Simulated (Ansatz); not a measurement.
GaSb under changes of volume

One of the cells (24.120 Å³/atom); the others are scaled copies at fixed shape and fractional positions:

```xyz
2
Lattice="-2.7534 2.7534 1.5907 2.7534 -2.7534 1.5907 2.7534 2.7534 -1.5907" Properties=species:S:1:pos:R:3 pbc="T T T"
Sb    0.0000    0.0000    0.0000
Ga    0.0000    2.7534    0.7954
```

Measurements of this composition are mostly on another form, of space group No. 216.

* Program: Ansatz 0.2.0
* Functional: PBE0
* Potentials or basis: Ansatz PAW
* Cutoff: 420 eV (not typed: the program's choice for these potentials)
* k mesh: 6 × 6 × 6
* Occupations: fermi-dirac, width 0.05 eV
* Spin: no spin polarisation

```tsv
volume (Å³/atom)	energy over the lowest point (meV/atom)	pressure (GPa)
22.672	4.39	2.1
23.155	0.15	0.7
23.637	0.00	-0.6
24.120	3.49	-1.7
24.602	?	?
25.084	19.73	-3.6
25.567	31.80	-4.4
```

Problem. What does the run at 24.602 Å³/atom give?

Solution. Energy over the lowest point 10.18 meV/atom; pressure -2.7 GPa.

Worked out: A Birch-Murnaghan fit of order 3 (a polynomial in V^(-2/3)) to the other rows has its minimum at 23.41 Å³/atom with B0 = V·E''(V) = 62 GPa and B' = 4.9 at fixed shape and positions, which overstates the stiffness. It gives 10.19 meV/atom at 24.602 Å³/atom, against the run's 10.18, and -dE/dV = -2.7 GPa, against -2.7.

Energies are extrapolated to zero smearing.

Caveats: all runs use coarse meshes; the PAW data sets come from PBE, with cores solved anew for the run's functional, which leaves a small shift of forces and pressure; the thresholds are loose for stress.
